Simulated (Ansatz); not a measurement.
## Compressing Al: a fit and a missing row

Al, Fm-3m, a = 3.992 Å. Ansatz: r2SCAN, PAW, 500 eV, Γ-centred 18×18×18 mesh on 1 atom, Gaussian smearing 0.10 eV; no spin polarisation. Symmetry fixes shape and atoms, so the cell is only scaled; pressure is positive in compression.

```
V (Å³/atom) P (GPa)
     14.950        ?
     15.427     3.01
     15.904     0.00
     16.381    -2.54
     16.859    -4.68
```

**Question.** Take V0 = 15.904 Å³/atom, fit the third-order Birch–Murnaghan form to the other rows, and predict the missing pressure.

**Answer.** With the Eulerian strain f = ½[(V0/V)^(2/3) − 1] and y = P/[3f(1 + 2f)^(5/2)], the form is the line y = B0 + 1.5 B0 (B0′ − 4) f. Rows (f, y): 0.01025, 93.0; -0.00975, 91.2; -0.01907, 90.2. Means f = -0.006190, y = 91.467; Σ(Δf)² = 0.0004488, ΣΔfΔy = 0.04247; the slope is their ratio. y = 92.05 + 94.63 f GPa, so B0 = 92.0 GPa and B0′ = 4 + 2 × (94.63)/(3 × 92.05) = 4.69. At V = 14.950, f = 0.02105, y = 94.04 and P = 6.58 GPa. The run gave 6.56 GPa, so the fit is 0.02 GPa too high, a small miss on the scale of the series. The form still works here, 33 % of the fitted range beyond its end.